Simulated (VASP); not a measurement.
Wanted: the native input for a VASP 6.6.1 run.

- Task: relaxation of cell and atoms
- Functional: PBEsol
- Potentials or basis: VASP PAW PBE potentials, release 64 (Zn, Cu, Sn_d, Se)
- Cutoff: 600 eV
- k mesh: 10 × 10 × 10
- Occupations: methfessel-paxton, width 0.1 eV
- Spin: no spin polarisation
- Further INCAR settings: ALGO = Normal; EDIFF = 1e-07; IBRION = 2; EDIFFG = -0.005; NSW = 90; ISIF = 3

The structure of ZnCu2SnSe4 lies in POSCAR:

```
ZnCu2SnSe4                              
1.0
   -2.8352007452      2.8352007402      5.6558854806
    2.8352007452     -2.8352007402      5.6558854806
    2.8352007402      2.8352007452     -5.6558854806
  Zn              Cu              Sn              Se            
     1     2     1     4
Direct
     0.7500000000000000    0.2500000000000000    0.5000000000000000
     0.2500000000000000    0.7500000000000000    0.5000000000000000
     0.0000000000000000    0.0000000000000000    0.0000000000000000
     0.5000000000000000    0.5000000000000000    0.0000000000000000
     0.6298219483149401    0.6396302294493919    0.5308166955967254
     0.1088135338526666    0.0990052527182146    0.4691833044032746
     0.9009947472817854    0.3701780516850601    0.0098082811344520
     0.3603697705506080    0.8911864661473333    0.9901917188655480
```

The cell comes from a database or a generator and needn't be the stable form of this composition.

The input as run:

INCAR

```
SYSTEM = ZnCu2SnSe4
PREC = Accurate
ENCUT = 600
EDIFF = 1E-7
ISMEAR = 1
SIGMA = 0.1
LREAL = .FALSE.
LASPH = .TRUE.
NELM = 80
ALGO = Normal
ISIF = 3
LWAVE = .FALSE.
LCHARG = .FALSE.
GGA = PS
IBRION = 2
NSW = 90
EDIFFG = -0.005
KPAR = 4
```

KPOINTS

```
Automatic mesh
0
G
  10 10 10
  0 0 0
```

Potentials or basis: VASP PAW PBE potentials, release 64 (Zn, Cu, Sn_d, Se).

The run is started by

```sh
$ cat potpaw_PBE.64/Zn/POTCAR potpaw_PBE.64/Cu/POTCAR potpaw_PBE.64/Sn_d/POTCAR potpaw_PBE.64/Se/POTCAR > POTCAR
$ mpirun -np 4 vasp_std > vasp.out
```

It gave:

| Quantity | Value |
| --- | --- |
| Relaxed volume | 22.72 Å³/atom |
| Relaxed cell | a = 6.937 Å, b = 6.937 Å, c = 6.937 Å, α = 131.80°, β = 131.80°, γ = 70.55° |
| Space group after relaxing (to 0.05 Å) | I-4 (No. 82) |
| Energy gained by relaxing | 0.0 meV/atom |
| Ionic steps | 6 |
| Pressure after relaxing | 0.0 GPa |
| Band gap on the k mesh | 0.02 eV, direct |

Caveat: the PAW data sets were made with another functional, which shifts forces and pressure a little; spin-orbit coupling is left out, which moves the levels of the heavy elements.

It took 43 min on 4 MPI ranks on AMD EPYC 7R13 Processor (Zen 3), with other jobs on the host, peak memory 1.5 GiB a rank.
